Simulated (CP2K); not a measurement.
Input of a CP2K 2026.2 run:

mgo_scf.inp

```
&GLOBAL
  PROJECT mgo_scf
  RUN_TYPE ENERGY_FORCE
  PRINT_LEVEL LOW
&END GLOBAL
&FORCE_EVAL
  METHOD QS
  STRESS_TENSOR ANALYTICAL
  &DFT
    BASIS_SET_FILE_NAME BASIS_MOLOPT_UZH
    POTENTIAL_FILE_NAME POTENTIAL_UZH
    &MGRID
      CUTOFF 1400
      REL_CUTOFF 60
      NGRIDS 4
    &END MGRID
    &QS
      METHOD GPW
      EPS_DEFAULT 1.0E-9
    &END QS
    &KPOINTS
      SCHEME MONKHORST-PACK 11 11 11
      GAMMA_CENTERED T
      SYMMETRY T
      SYMMETRY_BACKEND SPGLIB
    &END KPOINTS
    &SCF
      SCF_GUESS ATOMIC
      EPS_SCF 1.0E-6
      MAX_SCF 100
      ADDED_MOS 10
      CHOLESKY OFF
      EPS_EIGVAL 1.0E-7
      &DIAGONALIZATION ON
        ALGORITHM STANDARD
      &END DIAGONALIZATION
      &MIXING ON
        METHOD BROYDEN_MIXING
        ALPHA 0.4
        BETA 1.5
        NBUFFER 8
      &END MIXING
      &SMEAR ON
        METHOD FERMI_DIRAC
        ELECTRONIC_TEMPERATURE [K] 580.226
      &END SMEAR
    &END SCF
    &XC
      &XC_FUNCTIONAL
        &GGA_X_PBE
        &END GGA_X_PBE
        &GGA_C_PBE
        &END GGA_C_PBE
      &END XC_FUNCTIONAL
      &VDW_POTENTIAL
        POTENTIAL_TYPE PAIR_POTENTIAL
        &PAIR_POTENTIAL
          TYPE DFTD3
          REFERENCE_FUNCTIONAL PBE
          PARAMETER_FILE_NAME dftd3.dat
          R_CUTOFF 20
        &END PAIR_POTENTIAL
      &END VDW_POTENTIAL
    &END XC
    &PRINT
      &KPOINTS ON
      &END KPOINTS
      &MULLIKEN ON
      &END MULLIKEN
      &MO ON
        ENERGIES T
        OCCUPATION_NUMBERS T
        &EACH
          QS_SCF 0
        &END EACH
        ADD_LAST NUMERIC
      &END MO
    &END PRINT
  &END DFT
  &SUBSYS
    &CELL
      A 2.9656078099 0.0000000000 0.0000000000
      B 1.4828039049 2.5682917010 0.0000000000
      C 1.4828039049 0.8560972337 2.4214086371
      PERIODIC XYZ
    &END CELL
    &COORD
      SCALED
      Mg  0.0000000000 0.0000000000 0.0000000000
      O   0.5000000000 0.5000000000 0.5000000000
    &END COORD
    &KIND Mg
      BASIS_SET TZVP-MOLOPT-PBE-GTH-q10
      POTENTIAL GTH-PBE-q10
    &END KIND
    &KIND O
      BASIS_SET TZVP-MOLOPT-PBE-GTH-q6
      POTENTIAL GTH-PBE-q6
    &END KIND
    &PRINT
      &ATOMIC_COORDINATES ON
      &END ATOMIC_COORDINATES
      &CELL ON
      &END CELL
    &END PRINT
  &END SUBSYS
  &PRINT
    &FORCES ON
    &END FORCES
    &STRESS_TENSOR ON
    &END STRESS_TENSOR
  &END PRINT
&END FORCE_EVAL
```

Potentials or basis: POTENTIAL_UZH Mg GTH-PBE-q10, O GTH-PBE-q6; TZVP-MOLOPT-PBE-GTH basis.

Command:

```bash
$ OMP_NUM_THREADS=1 cp2k.psmp -i mgo_scf.inp -o mgo_scf.out
```

(1) What does it give for the pressure?

(2) Predict the band gap on the k mesh.

(3) Predict the Mulliken charges.

Results:

(1) 6.4 GPa.

(2) 4.82 eV, direct.

(3) Mg +1.99; O -1.99 e.

Caveat: the basis of atomic orbitals isn't converged, which shifts pressures, moduli and gaps.

**What was measured.**

From “Electronic structure of alkaline earth and post-transition metal oxides”, 2009, arxiv:0908.1581, for a bulk crystal of MgO: band gap 7.83 eV.

A measured gap of MgO is 7.83 eV (quoted in “Electronic structure of alkaline earth and post-transition metal oxides”, 2009, arxiv:0908.1581); the calculated 4.82 eV misses it by -3.01 eV. The value is that of PBE+D3 in an atomic basis (POTENTIAL_UZH Mg GTH-PBE-q10, O GTH-PBE-q6; TZVP-MOLOPT-PBE-GTH basis), whose error adds to the functional's,, without temperature or zero-point motion. Semilocal functionals fall short of measured gaps as a rule. The cell is a database's relaxed one, not the measured one, which moves gaps too.
